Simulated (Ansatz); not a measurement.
## BaSnO3 (cubic perovskite): frozen-phonon scan

Relaxed BaSnO₃ (cubic perovskite):

```
CELL_PARAMETERS angstrom
      8.35215     0.00000     0.00000
      4.17608     4.17608     0.00000
      0.00000     0.00000     4.17608
ATOMIC_POSITIONS crystal
  Ba 0.00000 0.00000 0.00000
  Ba 0.50000 0.00000 0.00000
  Sn 0.00000 0.50000 0.50000
  Sn 0.50000 0.50000 0.50000
  O  0.75000 0.50000 0.50000
  O  0.25000 0.50000 0.50000
  O  0.00000 0.50000 0.00000
  O  0.50000 0.50000 0.00000
  O  0.25000 0.00000 0.50000
  O  0.75000 0.00000 0.50000
```

The atoms are displaced by Q × the pattern below (from a DFPT mode at M = (0.5, 0.5, 0.0), largest move 1; Q in Å), at fixed cell. (q is in reciprocal vectors of the primitive cell; the cell shown is doubled to hold the pattern.)

```tsv
atom	x	y	z
O5	1.000	0.000	0.000
O6	-1.000	0.000	0.000
O9	0.000	-1.000	0.000
O10	0.000	1.000	0.000
```

Atoms not listed stay in place.

These are PBE (plane waves to 420 eV, PAW, scalar-relativistic; Ansatz, an electronic-structure program) values and carry that method's errors. k mesh 8×8×8 (Γ-centred), Fermi-Dirac smearing 0.05 eV. The energy includes the smearing's −TS. Stress and pressure are positive under compression. BaSnO3 was relaxed with its symmetry unable to fall. The zero of ΔE is the undisplaced structure.

```csv
Q (Å),ΔE (eV/cell),−dE/dQ from forces (eV/Å),P (GPa)
-0.100,0.2225,4.698,1.67
-0.083,0.1519,3.791,1.16
-0.067,0.0958,2.950,0.74
-0.050,0.0533,2.163,0.42
-0.033,0.0235,1.418,0.18
-0.017,0.0058,0.702,0.04
0.000,0.0000,0.000,0.00
0.017,0.0058,-0.702,0.04
0.033,0.0235,-1.418,0.18
0.050,0.0533,-2.163,0.42
0.067,0.0958,-2.950,0.74
0.083,0.1519,-3.791,1.16
0.100,0.2225,-4.698,1.67
```

Summary:

| Quantity | Result |
|---|---|
| Energy at Q = 0.100 Å | 222.5 meV/cell |
| Space group of the distorted cell | P4/mbm (No. 127), lowered from Pm-3m |
| Symmetry of the curve | even: the same for both signs |
| Shape of the curve | a single well with its minimum at or next to zero displacement |
| Harmonic wavenumber from the curvature (finite differences) | 422 cm⁻¹ |

(For displaced atoms, the force is minus the slope of the energy, and its curvature is a force constant, which sets phonon frequencies.)
